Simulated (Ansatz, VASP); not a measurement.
AlN: VASP beside Ansatz

```xyz
8
Lattice="-1.6378 2.8368 0.0000 0.0000 0.0000 4.1006 4.9135 2.8368 0.0000" Properties=species:S:1:pos:R:3 pbc="T T T"
Al    0.0000    2.2632    3.0755
Al    1.6378    4.7280    3.0755
Al    1.6378    0.9456    1.0252
Al    3.2757    3.7824    1.0252
N     0.0000    1.8912    1.0252
N     1.6378    4.7280    1.0252
N     1.6378    0.9456    3.0755
N     3.2757    3.7824    3.0755
```

Alike in both runs: task single point; functional LDA; k mesh 8 × 6 × 4; occupations gaussian, width 0.05 eV; no spin polarisation.

```csv
,VASP,Ansatz
version,VASP 6.6.1,Ansatz 0.2.0
potentials or method,"VASP PAW LDA potentials, release 64 (Al, N)","scalar-relativistic, plane waves, PAW"
plane-wave cutoff (eV),520,420
valence electrons in the cell,32,32
```

```csv
,VASP,Ansatz,Ansatz less VASP
gap on the k mesh at the Fermi level (eV),3.36,3.36,-0.004
least direct gap on the mesh (eV),3.36,3.36,-0.004
pressure (GPa),10.1,9.2,-0.82
largest component of the traceless stress (GPa),23.50,22.92,-0.576
rms of the force components (eV/Å),3.874,3.807,-0.0675
```

Atom by atom the forces differ by 0.069 eV/Å (rms over components). Ansatz warned: «pseudo_functional_mismatch».

Caveats: forces of over 1 eV/Å show positions far from the minimum, so gaps and moduli don't describe the material at rest. A k mesh can miss the band edges.
